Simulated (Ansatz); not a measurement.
Here is an Ansatz 0.2.0 calculation.

Contents of input.yaml:

```yaml
crystal:
  lattice:
    - [0.0, 3.231, 3.231]
    - [3.231, 0.0, 3.231]
    - [3.231, 3.231, 0.0]
  atoms:
    - { symbol: Pb, position: [0.0, 0.0, 0.0] }
    - { symbol: Te, position: [0.5, 0.5, 0.5] }
hamiltonian:
  xc: revpbe
  pseudopotentials: { kind: paw }
kpoints:
  mp_grid: { grid: [7, 7, 7] }
  band_path:
    path:
      - [[0.0, 0.0, 0.0], [0.5, 0.0, 0.5], [0.5, 0.25, 0.75], [0.375, 0.375, 0.75], [0.0, 0.0, 0.0], [0.5, 0.5, 0.5], [0.625, 0.25, 0.625], [0.5, 0.25, 0.75], [0.5, 0.5, 0.5], [0.375, 0.375, 0.75]]
      - [[0.625, 0.25, 0.625], [0.5, 0.0, 0.5]]
    npoints: 14
scf:
  occupations: { method: fermi_dirac, width: 0.05 }
  n_extra_bands: 6
output:
  forces: true
  stress: true
  eigenvalues: true
  fatbands: false
```

Potentials or basis: Ansatz PAW.

Launch:

```console
$ ansatz run input.yaml --threads 2 --pin off --max-ram 5632MiB --backend cpu --events-out ev --progress --plain --runs-dir out
```

Task: What does it give for the pressure?

Result: 3.2 GPa.

Task: Estimate the band gap along the path.

Result: 0.78 eV, direct.

Levels at the corners of the path, in eV from the Fermi level:
```tsv
point	band 13	band 14	band 15	band 16	band 17	band 18
Γ	-1.79	-1.79	-1.79	3.67	3.67	3.67
X	-4.92	-3.24	-3.24	2.90	5.06	5.06
W	-4.21	-4.21	-0.80	1.27	4.82	4.82
K	-4.54	-2.74	-2.51	3.17	3.37	4.74
Γ	-1.79	-1.79	-1.79	3.67	3.67	3.67
L	-1.34	-1.34	-0.43	0.35	0.86	0.86
U	-4.54	-2.74	-2.51	3.17	3.37	4.74
W	-4.21	-4.21	-0.80	1.27	4.82	4.82
L	-1.34	-1.34	-0.43	0.35	0.86	0.86
K	-4.54	-2.74	-2.51	3.17	3.37	4.74
U	-4.54	-2.74	-2.51	3.17	3.37	4.74
X	-4.92	-3.24	-3.24	2.90	5.06	5.06
```

Caveat: this odd mesh misses L, where the gap lies, so gap, dielectric constants and Born charges aren't listed; spin-orbit coupling is left out, which moves the levels of the heavy elements; the PAW data sets come from PBE, with cores solved anew for the run's functional, which leaves a small shift of forces and pressure.

**Experimental background.**

A printed reference work, monograph reports, for a bulk crystal of TePb at 4.2 K: band gap 0.19 eV (direct).

Measured gap of TePb: 0.19 eV (direct; 4.2 K; a printed reference work, monograph). This calculation gives 0.78 eV (+0.59 eV). Spin-orbit coupling on Pb, Te is left out. The value is that of revPBE, without temperature or zero-point motion.
